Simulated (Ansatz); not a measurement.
One crystal and one scan (energy over volume and axial ratio) at two levels, PBE (plane waves to 420 eV, PAW, scalar-relativistic; Ansatz, a quantum-chemistry and plane-wave program) and r2SCAN (plane waves to 500 eV, PAW, scalar-relativistic; Ansatz), each from its own relaxed cell and on its own mesh. The cell shown is that of PBE.

BaSnO3 (cubic perovskite)

```xyz
5
Lattice="4.1761 0.0000 0.0000 0.0000 4.1761 0.0000 0.0000 0.0000 4.1761" Properties=species:S:1:pos:R:3 pbc="T T T"
Ba     0.0000     0.0000     0.0000
Sn     2.0880     2.0880     2.0880
O      0.0000     2.0880     2.0880
O      2.0880     2.0880     0.0000
O      2.0880     0.0000     2.0880
```

Two coordinates are scanned: the volume, and the ratio of the stretch along z (the conventional c axis) to the stretch across it. Atoms keep their fractional coordinates.

E stands for the smeared free energy. BaSnO3 was relaxed with its symmetry unable to fall. Percentages come from the unrounded values. Both scans cover V/V₀ from 0.960 to 1.040 and (c/a)/(c/a)₀ from 0.920 to 1.080.

```csv
quantity,PBE,r2SCAN,PBE − r2SCAN
Lattice constant a (Å),4.176,4.131,+0.045 (+1.1 %)
"Band gap of the relaxed cell, no spin-orbit coupling (eV)",0.48,1.56,-1.08 (-69 %)
"Shear modulus C′ = (C11 − C12)/2 (fit, atoms clamped) (GPa)",87,100,-13 (-14 %)
```

PBE gives the higher value for: lattice constant a. PBE gives the lower value for: band gap of the relaxed cell, no spin-orbit coupling; shear modulus C′. Neither level is exact: the differences show how much the result hangs on the functional.

(A scan under strain: stresses follow from slopes of the energy per volume, elastic moduli from its curvatures.)
